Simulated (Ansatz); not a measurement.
# C (Carbon): the cost of one run

Program: Ansatz 0.2.0 through its Python package. Level of theory: DFT PBE, plane waves, norm-conserving potentials. These are calculated values, not measurements.

A COD entry behind a cell of this session may itself be a prediction, so a difference from it is no test against experiment.

## 1. The system

It takes space group P6_3/mmc (No. 194, hexagonal). Conventional cell: a = 2.522 Å, b = 2.522 Å, c = 4.119 Å, α = 90.00°, β = 90.00°, γ = 120.00°. C (site symmetry 3m) is surrounded by 4 C at 1.54 Å.

No structure file is read: the coordinates are typed or built in the script.

## 2. The code

defect.py reads:

```python
import warnings

import ansatz
import numpy as np

warnings.simplefilter('ignore', ansatz.DeckWarning)

structure = (
    ansatz.Lattice.of((2.5221, 0.0, 0.0), (-1.26105, 2.184203, 0.0), (0.0, 0.0, 4.1186))
    .atom('C', (1 / 3, 2 / 3, 0.0625))
    .atom('C', (2 / 3, 1 / 3, 0.5625))
    .atom('C', (1 / 3, 2 / 3, 0.4375))
    .atom('C', (2 / 3, 1 / 3, 0.9375))
)
host = structure.supercell(2, 2, 1)
defective = host.vacancy('C', at=(2 / 3, 1 / 3, 0.5625))

def prepare(structure):
    return (
        structure.calculation()
        .eigensolver('davidson')
        .kpoints(4, 4, 4, center='gamma')
        .scf(lower_state_search='light', algorithm='density_mixing')
        .occupations('cold', width=0.3)
        .pseudopotentials('nc')
        .functional('pbe')
        .band_table()
    )


perfect = prepare(host).run(threads=1).report
model = prepare(defective).forces()
done = model.run(threads=1)
rep = done.report

n_host, n_defect = len(perfect['lattice']['sites']), len(rep['lattice']['sites'])
print(f'perfect cell: {n_host} atoms, F = {perfect["free_energy_ev"]:.4f} eV')
print(f'defect cell:  {n_defect} atoms, F = {rep["free_energy_ev"]:.4f} eV')
print(f'vacancy formation energy {rep["free_energy_ev"] - perfect["free_energy_ev"] * n_defect / n_host:.3f} eV')

for site in done.lattice.sites:
    print(f'{site.symbol:2s}', ' '.join(f'{v:8.4f}' for v in site.position_ang))

for label, run in (('perfect', perfect), ('defect', rep)):
    levels, filled = np.array(run['eigenvalues_ev'][0]), np.array(run['occupations'][0])
    top = int(np.argmin(np.abs(levels - run['fermi_energy_ev'])))
    window = slice(max(top - 3, 0), top + 4)
    print(label, 'levels near E_F at the first k-point:', ', '.join(f'{e - run["fermi_energy_ev"]:.2f} ({f:.2f})' for e, f in zip(levels[window], filled[window])))
```

## 3. The calls as engine input

The package turns the script's settings into the engine's input (first run):

```yaml
crystal:
  lattice:
    - [2.5221, 0.0, 0.0]
    - [-1.26105, 2.184203, 0.0]
    - [0.0, 0.0, 4.1186]
  atoms:
    - { symbol: C, position: [0.3333333333333333, 0.6666666666666666, 0.0625] }
    - { symbol: C, position: [0.6666666666666666, 0.3333333333333333, 0.5625] }
    - { symbol: C, position: [0.3333333333333333, 0.6666666666666666, 0.4375] }
    - { symbol: C, position: [0.6666666666666666, 0.3333333333333333, 0.9375] }
  supercell: [2, 2, 1]
kpoints:
  mp_grid:
    grid: [4, 4, 4]
    shift: [0.0, 0.0, 0.0]
hamiltonian:
  xc: pbe
  pseudopotentials:
    kind: nc
scf:
  algorithm: density_mixing
  lower_state_search: light
  occupations:
    method: cold
    width: 0.3
  eigensolver:
    kind: davidson
output:
  eigenvalues: true
```

## 4. The run

Launch:

```console
python defect.py
```

**Question.** How long does this script take on 1 thread of Arm Neoverse V1, shared host, and how much memory does it need?

About 37 s, with a peak of 0.54 GiB.
